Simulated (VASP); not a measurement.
**A VASP 6.6.1 single-point calculation on ZnS**

INCAR

```
LDAUL = 2 -1
LREAL = .FALSE.
LASPH = .TRUE.
IBRION = -1
LDAU = .TRUE.
LMAXMIX = 4
LDAUTYPE = 2
SIGMA = 0.02
LDAUJ = 0 0
NBANDS = 16
GGA = PE
ISMEAR = -1
NSW = 0
ISIF = 2
PREC = Accurate
EDIFF = 1E-7
NELM = 120
ENCUT = 520
LWAVE = .FALSE.
LDAUU = 5.0 0
LCHARG = .FALSE.
```

KPOINTS

```
KPOINTS created by Atomic Simulation Environment
0
Gamma
8 8 8
0 0 0
```

POSCAR

```
Zn S
 1.0000000000000000
     0.0000000000000000    2.6940858343000000    2.7730225492999998
     2.6940858343000000    0.0000000000000000    2.7730225492999998
     2.6940858343000000    2.6940858343000000    0.0000000000000000
 Zn  S
   1   1
Cartesian
  0.0000000000000000  0.0000000000000000  0.0000000000000000
  1.3470429171500000  1.3470429171500000  1.3865112746499997
```

The recommended PBE PAW datasets give the neutral cell 18 valence electrons.

Command

```
mpirun -np 1 vasp_std
```

OSZICAR

```
N       E                     dE             d eps       ncg     rms          rms(c)
DAV:   1     0.912335403459E+02    0.91234E+02   -0.90137E+03  1896   0.134E+03
DAV:   2    -0.543799425440E+00   -0.91777E+02   -0.86416E+02  2144   0.270E+02
DAV:   3    -0.679612583185E+01   -0.62523E+01   -0.62329E+01  2392   0.691E+01
DAV:   4    -0.685571860203E+01   -0.59593E-01   -0.59584E-01  2312   0.708E+00
DAV:   5    -0.685628638101E+01   -0.56778E-03   -0.56777E-03  2408   0.609E-01    0.743E+00
DAV:   6    -0.652331885582E+01    0.33297E+00   -0.54883E-01  2848   0.169E+01    0.552E+00
DAV:   7    -0.650568955602E+01    0.17629E-01   -0.17213E-01  2320   0.324E+00    0.244E+00
DAV:   8    -0.650724055101E+01   -0.15510E-02   -0.62578E-03  2096   0.651E-01    0.523E-01
DAV:   9    -0.650764922855E+01   -0.40868E-03   -0.81183E-04  2384   0.207E-01    0.107E-01
DAV:  10    -0.650775649205E+01   -0.10726E-03   -0.81905E-05  2360   0.731E-02    0.386E-02
DAV:  11    -0.650779312815E+01   -0.36636E-04   -0.38908E-05  2304   0.395E-02    0.809E-03
DAV:  12    -0.650779391121E+01   -0.78305E-06   -0.21173E-06  2464   0.234E-02    0.445E-03
DAV:  13    -0.650779407530E+01   -0.16410E-06   -0.51590E-07  2344   0.974E-03    0.979E-04
DAV:  14    -0.650779408475E+01   -0.94412E-08   -0.23536E-08  1752   0.155E-03
   1 F= -.65077941E+01 E0= -.65077941E+01  d E =-.132405E-10
```

Standard output (part)

```
POSCAR found type information on POSCAR ZnS
 POSCAR found :  2 types and       2 ions
 LDA part: xc-table for (Slater+PW92), standard interpolation
 POSCAR, INCAR and KPOINTS ok, starting setup
 WAVECAR not read
 entering main loop
```

From OUTCAR

```
k-points           NKPTS =     59   k-points in BZ     NKDIM =     59   number of bands    NBANDS=     16

   NELECT =      18.0000    total number of electrons

   dimension x,y,z NGX =    30 NGY =   30 NGZ =   28
   dimension x,y,z NGXF=    60 NGYF=   60 NGZF=   56

  energy-cutoff  :      520.00
  volume of cell :       40.25
      direct lattice vectors                 reciprocal lattice vectors
     0.000000000  2.694085834  2.773022549    -0.185591711  0.185591711  0.180308667
     2.694085834  0.000000000  2.773022549     0.185591711 -0.185591711  0.180308667
     2.694085834  2.694085834  0.000000000     0.185591711  0.185591711 -0.180308667

 k-points in reciprocal lattice and weights: KPOINTS created by Atomic Simulation Env
   0.00000000  0.00000000  0.00000000       0.002
   0.12500000  0.00000000  0.00000000       0.016
   0.25000000  0.00000000  0.00000000       0.016
   0.37500000  0.00000000  0.00000000       0.016
   0.50000000  0.00000000  0.00000000       0.008
   0.12500000  0.12500000  0.00000000       0.004
   0.25000000  0.12500000  0.00000000       0.016
   0.37500000  0.12500000  0.00000000       0.016
   ...

 E-fermi :   2.0787

 k-point     1 :       0.0000    0.0000    0.0000
  band No.  band energies     occupation
      1     -11.0641      2.00000
      2      -6.2903      2.00000
      3      -6.2814      2.00000
      4      -6.2814      2.00000
      5      -5.8939      2.00000
      6      -5.8897      2.00000
      7       1.5902      2.00000
      8       1.6924      2.00000
      9       1.6924      2.00000
     10       3.9957      0.00000
     11       8.3888      0.00000
     12       8.3928      0.00000
     13       8.3928      0.00000
     14      13.0058      0.00000
     15      13.5197      0.00000
     16      13.7211      0.00000

 k-point     2 :       0.1250    0.0000    0.0000
  band No.  band energies     occupation
      1     -10.9603      2.00000
      2      -6.2727      2.00000
      3      -6.2653      2.00000
      4      -6.2535      2.00000
      5      -5.8943      2.00000
      6      -5.8917      2.00000
      7       0.5888      2.00000
      8       1.4919      2.00000
      9       1.5748      2.00000
     10       4.8035      0.00000
     11       8.2404      0.00000
     12       8.6264      0.00000
     13       8.6398      0.00000
     14      12.5186      0.00000
     15      12.9159      0.00000
     16      14.4942      0.00000

 k-point     3 :       0.2500    0.0000    0.0000
  band No.  band energies     occupation
      1     -10.6955      2.00000
      2      -6.2371      2.00000
      3      -6.2292      2.00000
      4      -6.1334      2.00000
      5      -5.8928      2.00000
      6      -5.8907      2.00000
      7      -1.0954      2.00000
      8       1.1983      2.00000
      9       1.3175      2.00000
     10       5.3795      0.00000
     11       8.7185      0.00000
     12       8.9624      0.00000
     13       9.0128      0.00000
     14      12.4871      0.00000
     15      12.6425      0.00000
     16      14.0073      0.00000

 ...

  Total       -0.2242357     -0.2242357     -0.5502502      0.0000000     -0.0000000      0.0000000
  in kB       -8.9250180     -8.9250180    -21.9010287      0.0000000     -0.0000000      0.0000000
  external PRESSURE =     -13.2503549 kB  Pullay stress =       0.0000000 kB

 POSITION                                       TOTAL-FORCE (eV/Angst)
 -----------------------------------------------------------------------------------
      0.00000      0.00000      0.00000         0.000000      0.000000      0.000000
      1.34704      1.34704      1.38651        -0.000000     -0.000000     -0.000000
 -----------------------------------------------------------------------------------
    total drift:                                0.000005      0.000005      0.000016

  FREE ENERGIE OF THE ION-ELECTRON SYSTEM (eV)
  ---------------------------------------------------
  free  energy   TOTEN  =        -6.5077940847 eV

  energy  without entropy=       -6.5077940847  energy(sigma->0) =       -6.50779408
```

It converged. Results: gap between bands v and c on the k mesh 2.30 eV; least direct gap on the k mesh 2.30 eV; pressure -1.3 GPa. Band v is the last that the valence electrons fill when counted band by band, and c is the next.

For comparison, a separate PBE run of the intended cell, on usual settings and not on those above, gives a gap of 1.99 eV on its mesh and a pressure of 0.3 GPa.

The run above took about 17 s on one core of a shared host (Intel Xeon 6975P-C) and held 0.18 GiB at most.
